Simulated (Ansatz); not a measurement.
A plane-wave DFT run in Ansatz 0.2.0 (scalar-relativistic PAW potentials unless the input names others): input and command.

```yaml
crystal:
  lattice:
    - [0.0, 2.702667498, 2.702667498]
    - [2.702667498, 0.0, 2.702667498]
    - [2.702667498, 2.702667498, 0.0]
  atoms:
    - { symbol: Pb, position: [0.0, 0.0, 0.0] }
    - { symbol: O, position: [0.25, 0.25, 0.25] }
    - { symbol: O, position: [0.75, 0.75, 0.75] }
basis:
  ecutwfc: 420
  ecutrho_ratio: 8
  precision: f64
kpoints:
  mp_grid: { grid: [14, 14, 14], shift: [0.5, 0.5, 0.5] }
hamiltonian:
  xc: pbe
scf:
  occupations: { method: gaussian, width: 0.1 }
  eigensolver: { kind: davidson }
output:
  forces: true
  eigenvalues: true
  stress: true
```

```bash
ansatz run input.yaml --threads 1 --pin off --max-ram 1331MiB --backend cpu --events-out ev --progress --plain --runs-dir out
```

Abridged log:
```
Warning: crystal.symmetry: narrowed to the stabiliser of the k-point mesh — unitary ops 48 → 12; excluded 36 operations that carry a point of the 14×14×14 mesh (shift [0.5, 0.5, 0.5]) off the mesh (the run samples exactly the mesh kpoints.mp_grid names, as under crystal.symmetry.detect: false, and its converged state has the mesh's symmetry, not the crystal's; ε∞, the Born charges and the force constants of a linear response (`dielectric:` by the response, `phonons.method: dfpt`) are averaged over those of the crystal's operations that the state keeps within a tolerance, where `mesh_tensors`,  ...
Basis set: ecut = 420 eV, 749 PW (Γ), exchange–correlation on 80×80×80 points (8 copies of the dense FFT grid, shifted against one another)
Bands: 17, of which v1, the nominal top of the filled ones, is band 13 counted from 1 (12 counted from 0)
Symmetry: 12 space group operations
k-points: 280 of 2744
SCF iter   1: F=—  HF=-13038.400992 eV  |F-HF|=—  |Δ(HF+E_count)|=         —  Δρ=2.56e-3  dr2=2.89e-3  ethr=1.77e-3  ⟨swp⟩=7.1  Hψ=21340  notcnv=0
SCF iter   2: F=—  HF=-13038.400484 eV  |F-HF|=—  |Δ(HF+E_count)|=   5.08e-4  Δρ=1.37e-3  dr2=6.29e-4  ethr=1.11e-5  ⟨swp⟩=3.3  Hψ=11473  notcnv=0  defer=59
SCF iter   3: F=—  HF=-13038.400562 eV  |F-HF|=—  |Δ(HF+E_count)|=   7.78e-5  Δρ=5.19e-4  dr2=6.39e-5  ethr=2.42e-6  ⟨swp⟩=3.5  Hψ=11125  notcnv=0  defer=17
SCF iter   4: F=—  HF=-13038.400589 eV  |F-HF|=—  |Δ(HF+E_count)|=   2.76e-5  Δρ=1.47e-4  dr2=6.43e-6  ethr=2.46e-7  ⟨swp⟩=3.8  Hψ=10075  notcnv=0  defer=5
SCF iter   5: F=—  HF=-13038.400589 eV  |F-HF|=—  |Δ(HF+E_count)|=   6.01e-7  Δρ=3.23e-5  dr2=5.11e-7  ethr=2.09e-9  ⟨swp⟩=2.6  Hψ=19547  notcnv=0
SCF iter   6: F=-13038.400589 eV  HF=-13038.400589 eV  |F-HF|=8.75e-8  |Δ(HF+E_count)|=   3.43e-7  Δρ=9.91e-6  dr2=7.99e-8  ethr=1.96e-9  ⟨swp⟩=3.1  Hψ=8737  notcnv=0
the search or the solves at the SCF's close seem to have found levels that the self-consistency loop had missed (the run counts 1). By its estimate they hold under 1e-12 electrons; where the run keeps them, the occupations were computed again with them
SCF 1 converged in 6 iterations: F = -13038.400589 eV  dr2 = 7.99e-8
  Residual-converged pass: ⟨swp⟩=4.0  Hψ=13214  notcnv=0  max |occ|·‖R‖ = 6.3e-6 eV (tolerance 6.7e-6 eV) dr2=7.71e-8  dr2_onsite=4.50e-9  max |Δocc| = 9.4e-10
SCF converged after 6 iterations
Free energy (F): -13038.400589 eV
Harris-Foulkes:  -13038.400589 eV  (|F-HF|=8.75e-8)
Internal energy: -13038.397601 eV  (E = F + TS)
E sigma→0 (E₀):  -13038.399095 eV
Entropy (-TS):   -0.002988 eV (-0.996 meV/atom)
Fermi energy:    9.617858 eV
--- Forces (eV/Å), atoms counted from 1 ---
  atom   1  Pb     0.00000000     0.00000000     0.00000000
  atom   2  O     -0.00036471    -0.00036471    -0.00036471
  atom   3  O      0.00036471     0.00036471     0.00036471
--- Stress (GPa, compression-positive) ---
        0.174681      -0.001597      -0.001597
       -0.001597       0.174681      -0.001597
       -0.001597      -0.001597       0.174681
  P = ⅓ Tr σ = 0.1747 GPa (1.747 kbar)
```

Apart from outputs and empty bands, the input differs from a reference run on usual settings in basis.ecutrho_ratio: not typed → 8; scf.eigensolver.kind: not typed → "davidson"; basis.precision: not typed → "f64"; kpoints.mp_grid.shift: not typed → [0.5, 0.5, 0.5]. The reference, at the same geometry (not necessarily relaxed), gave pressure 0.20 GPa, largest force 0.000 eV/Å, no gap on the mesh. This run converged in 6 SCF iterations (reference: 7) with an energy at zero smearing 0.24 meV/atom below the reference's, pressure 0.17 GPa, largest force 0.001 eV/Å, no gap on the mesh.